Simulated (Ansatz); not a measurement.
Polymorphs of Zr₂Si₃

All numbers below come from Ansatz 0.2.0, DFT PBE, scalar-relativistic, plane waves, PAW. Settings: cutoff 420 eV, Γ-centred meshes no coarser than 0.19 Å⁻¹ for metals and 0.3 Å⁻¹ for insulators (2π included), Gaussian smearing.

Temperature and zero-point effects are left out. The comparison covers the computed candidates alone. For metals, differences of a few meV/atom aren't resolved. No run is spin-polarised.

```csv
#,started from,space group,atoms,V (Å³/atom),ΔE (meV/atom),gap on mesh (eV)
1,"A-type sesquioxide type, changed",P-3m1 (No. 164),5,18.8,0,0.00
2,"tetradymite type, changed",R-3m (No. 166),5,17.9,172,0.00
```

The lowest structure: Space group P-3m1 (No. 164), trigonal, a = 3.746 Å, c = 7.742 Å. Zr is coordinated by 3 Si at 2.64 Å and 4 Si at 2.82–2.89 Å; Si on Wyckoff site a (1 atom of the primitive cell) is coordinated by 6 Zr at 2.64 Å; around Si on Wyckoff site d (2 atoms of the primitive cell) lie 3 Si at 2.42 Å and 4 Zr at 2.82–2.89 Å. Its energy against the elements is -0.64 eV/atom. Formation energies are uncorrected and refer to the lowest elemental structures computed at the same level.

```cif
data_structure
_symmetry_space_group_name_H-M 'P-3m1'
_symmetry_Int_Tables_number 164
_cell_length_a 3.7456
_cell_length_b 3.7456
_cell_length_c 7.7419
_cell_angle_alpha 90.000
_cell_angle_beta 90.000
_cell_angle_gamma 120.000
_cell_volume 94.06
loop_
_atom_site_label
_atom_site_type_symbol
_atom_site_symmetry_multiplicity
_atom_site_Wyckoff_symbol
_atom_site_fract_x
_atom_site_fract_y
_atom_site_fract_z
_atom_site_occupancy
Zr1 Zr 2 d 0.33333 0.66667 0.19663 1
Si1 Si 1 a 0.00000 0.00000 0.00000 1
Si2 Si 2 d 0.33333 0.66667 0.57038 1
```

The second: Space group R-3m (No. 166), trigonal, a = 3.976 Å, c = 19.642 Å. Zr is coordinated by 9 Si at 2.75–2.93 Å; around Si on Wyckoff site a (1 atom of the primitive cell) lie 6 Zr at 2.75 Å; Si on Wyckoff site c (2 atoms of the primitive cell) has 3 Si at 2.30 Å.

(1) At what pressure would number 2, the only denser structure, take over if both were incompressible?

Results:

(1) ΔE/ΔV is 172 meV/atom over 18.81 − 17.92 Å³/atom, about 31 GPa. This crude estimate ignores compression.